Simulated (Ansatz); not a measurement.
**A strain series on C (lonsdaleite): uniaxial along x, other directions held**

C built on the lonsdaleite prototype, relaxed with r2SCAN in the PAW code Ansatz, then strained (uniaxial along x, other directions held; changes of length per length, axes as in the cell below) with the atoms relaxed again within the symmetry that is left. It is hexagonal, P6_3/mmc (No. 194); conventional cell a = 2.503 Å, c = 4.169 Å, 5.66 Å³ an atom. Around C lie 4 C at 1.54–1.56 Å. No spin polarisation and no zero-point or thermal motion.

```
CELL_PARAMETERS angstrom
2.50320 0.00000 0.00000
-1.25160 2.16783 0.00000
0.00000 0.00000 4.16887
ATOMIC_POSITIONS crystal
C 0.33333 0.66667 0.00023
C 0.66667 0.33333 0.50023
C 0.33333 0.66667 0.37477
C 0.66667 0.33333 0.87477
```

Gaps are the least over each mesh (PBE 12×12×6, r2SCAN 12×12×6, HSE06 9×9×4 when unstrained) and the special points, which keep their unstrained names; stress is the change from the unstrained cell, compression positive.

```
strain (%)  gap, PBE (eV)  gap, r2SCAN (eV)  gap, HSE06 (eV)    edges, HSE06  stress along the strain, r2SCAN (GPa)  energy rise, r2SCAN (meV/atom)
      -5.0          2.774             3.043            3.832  Γ → Γ–K (0.99)                                 +72.89                            61.1
       0.0          3.323             3.596            4.377           Γ → K                                   0.00                             0.0
      +0.5          3.327             3.599            4.382           Γ → K                                  -6.13                             0.5
      +2.0          3.347             3.613            4.403           Γ → K                                 -23.35                             8.4
```

Question: Estimate the row for a strain of +5.07 %.

Answer:
```
strain (%)  gap, PBE (eV)  gap, r2SCAN (eV)  gap, HSE06 (eV)  edges, HSE06  stress along the strain, r2SCAN (GPa)  energy rise, r2SCAN (meV/atom)
     +5.07          2.973             3.131            4.074         Γ → M                                 -53.55                            50.7
```

With HSE06 the edges change from Γ → K (indirect) to Γ → M (indirect) between +2.0 and +5.07 %. With r2SCAN the edges change from Γ → K (indirect) to Γ → M (indirect) between +2.0 and +5.07 %. With PBE the edges change from Γ → K (indirect) to Γ → M (indirect) between +2.0 and +5.07 %.

Where an edge lies off the special points, it is a point of the mesh or the k point where a search put PBE's edge or least direct gap, reused for the other functionals, whose own edges may lie a little apart.

The meshes of the hybrids are coarse, so their gaps aren't converged to the digits shown.
